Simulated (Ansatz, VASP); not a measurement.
**Ta2N in VASP and in Ansatz**

```
CELL_PARAMETERS angstrom
3.11286 0.00000 0.00000
-1.55643 2.69582 0.00000
0.00000 0.00000 4.86984
ATOMIC_POSITIONS crystal
Ta 0.35814 0.66415 0.26111
Ta 0.67420 0.31468 0.74086
N 0.00672 0.01860 0.00016
```

The cell comes from a database or a generator and needn't be the stable form of this composition.

Alike in both runs: task relaxation of cell and atoms; functional RPBE; k mesh 10 × 10 × 6; occupations gaussian, width 0.001 eV; no spin polarisation.

|  | VASP | Ansatz |
| --- | --- | --- |
| version | VASP 6.6.1 | Ansatz 0.2.0 |
| potentials or method | VASP PAW PBE potentials, release 64 (Ta_pv, N) | JTH PAW |
| plane-wave cutoff (eV) | 600 | 1320 |
| valence electrons in the cell | 27 | 31 |

```tsv
	VASP	Ansatz	Ansatz less VASP
gap on the k mesh at the Fermi level, each at its own relaxed structure (eV)	none	none	-
relaxed volume (Å³/atom)	13.76	13.73	-0.024
relaxed cell length with the largest relative difference (Å)	3.108	3.103	-0.0047
energy change over the relaxation (meV/atom)	-27	-28	-0.8
```

A gap of «none» marks a metal or a gap that the smearing closes. The two sets of potentials don't hold the same shells in valence.

Caveats: the PAW data sets were made with another functional, which shifts forces and pressure a little (VASP); the plane-wave basis is chosen anew once the cell has moved, so the energies of steps on either side of that aren't comparable (Ansatz). The runs have no spin-orbit coupling, so splittings on Ta are missing.
